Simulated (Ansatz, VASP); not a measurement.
Pb in VASP and in Ansatz

```
Pb
1.0
     0.00000    2.47502    2.47502
     2.47502    0.00000    2.47502
     2.47502    2.47502    0.00000
Pb
1
Direct
  0.00000 0.00000 0.00000
```

Alike in both runs: task band structure; functional r2SCAN; k mesh 9 × 9 × 9; occupations fermi-dirac, width 0.05 eV; no spin polarisation.

|  | VASP | Ansatz |
| --- | --- | --- |
| version | VASP 6.6.1 | Ansatz 0.2.0 |
| potentials or method | VASP PAW PBE potentials, release 64 (Pb_d) | Ansatz PAW |
| plane-wave cutoff (eV) | 520 | 500 |
| valence electrons in the cell | 14 | 14 |

```csv
,VASP,Ansatz,Ansatz less VASP
gap on the k mesh at the Fermi level (eV),none,none,-
pressure (GPa),1.1,1.1,+0.02
```

A gap of «none» marks a metal or a gap that the smearing closes. With one functional, cell and mesh, what is left measures potentials, basis and numerics.

Caveats: spin-orbit coupling is left out, which moves the levels of the heavy elements; the PAW data sets were made with another functional, which shifts forces and pressure a little (VASP); the PAW data sets come from PBE, with cores solved anew for the run's functional, which leaves a small shift of forces and pressure (Ansatz).
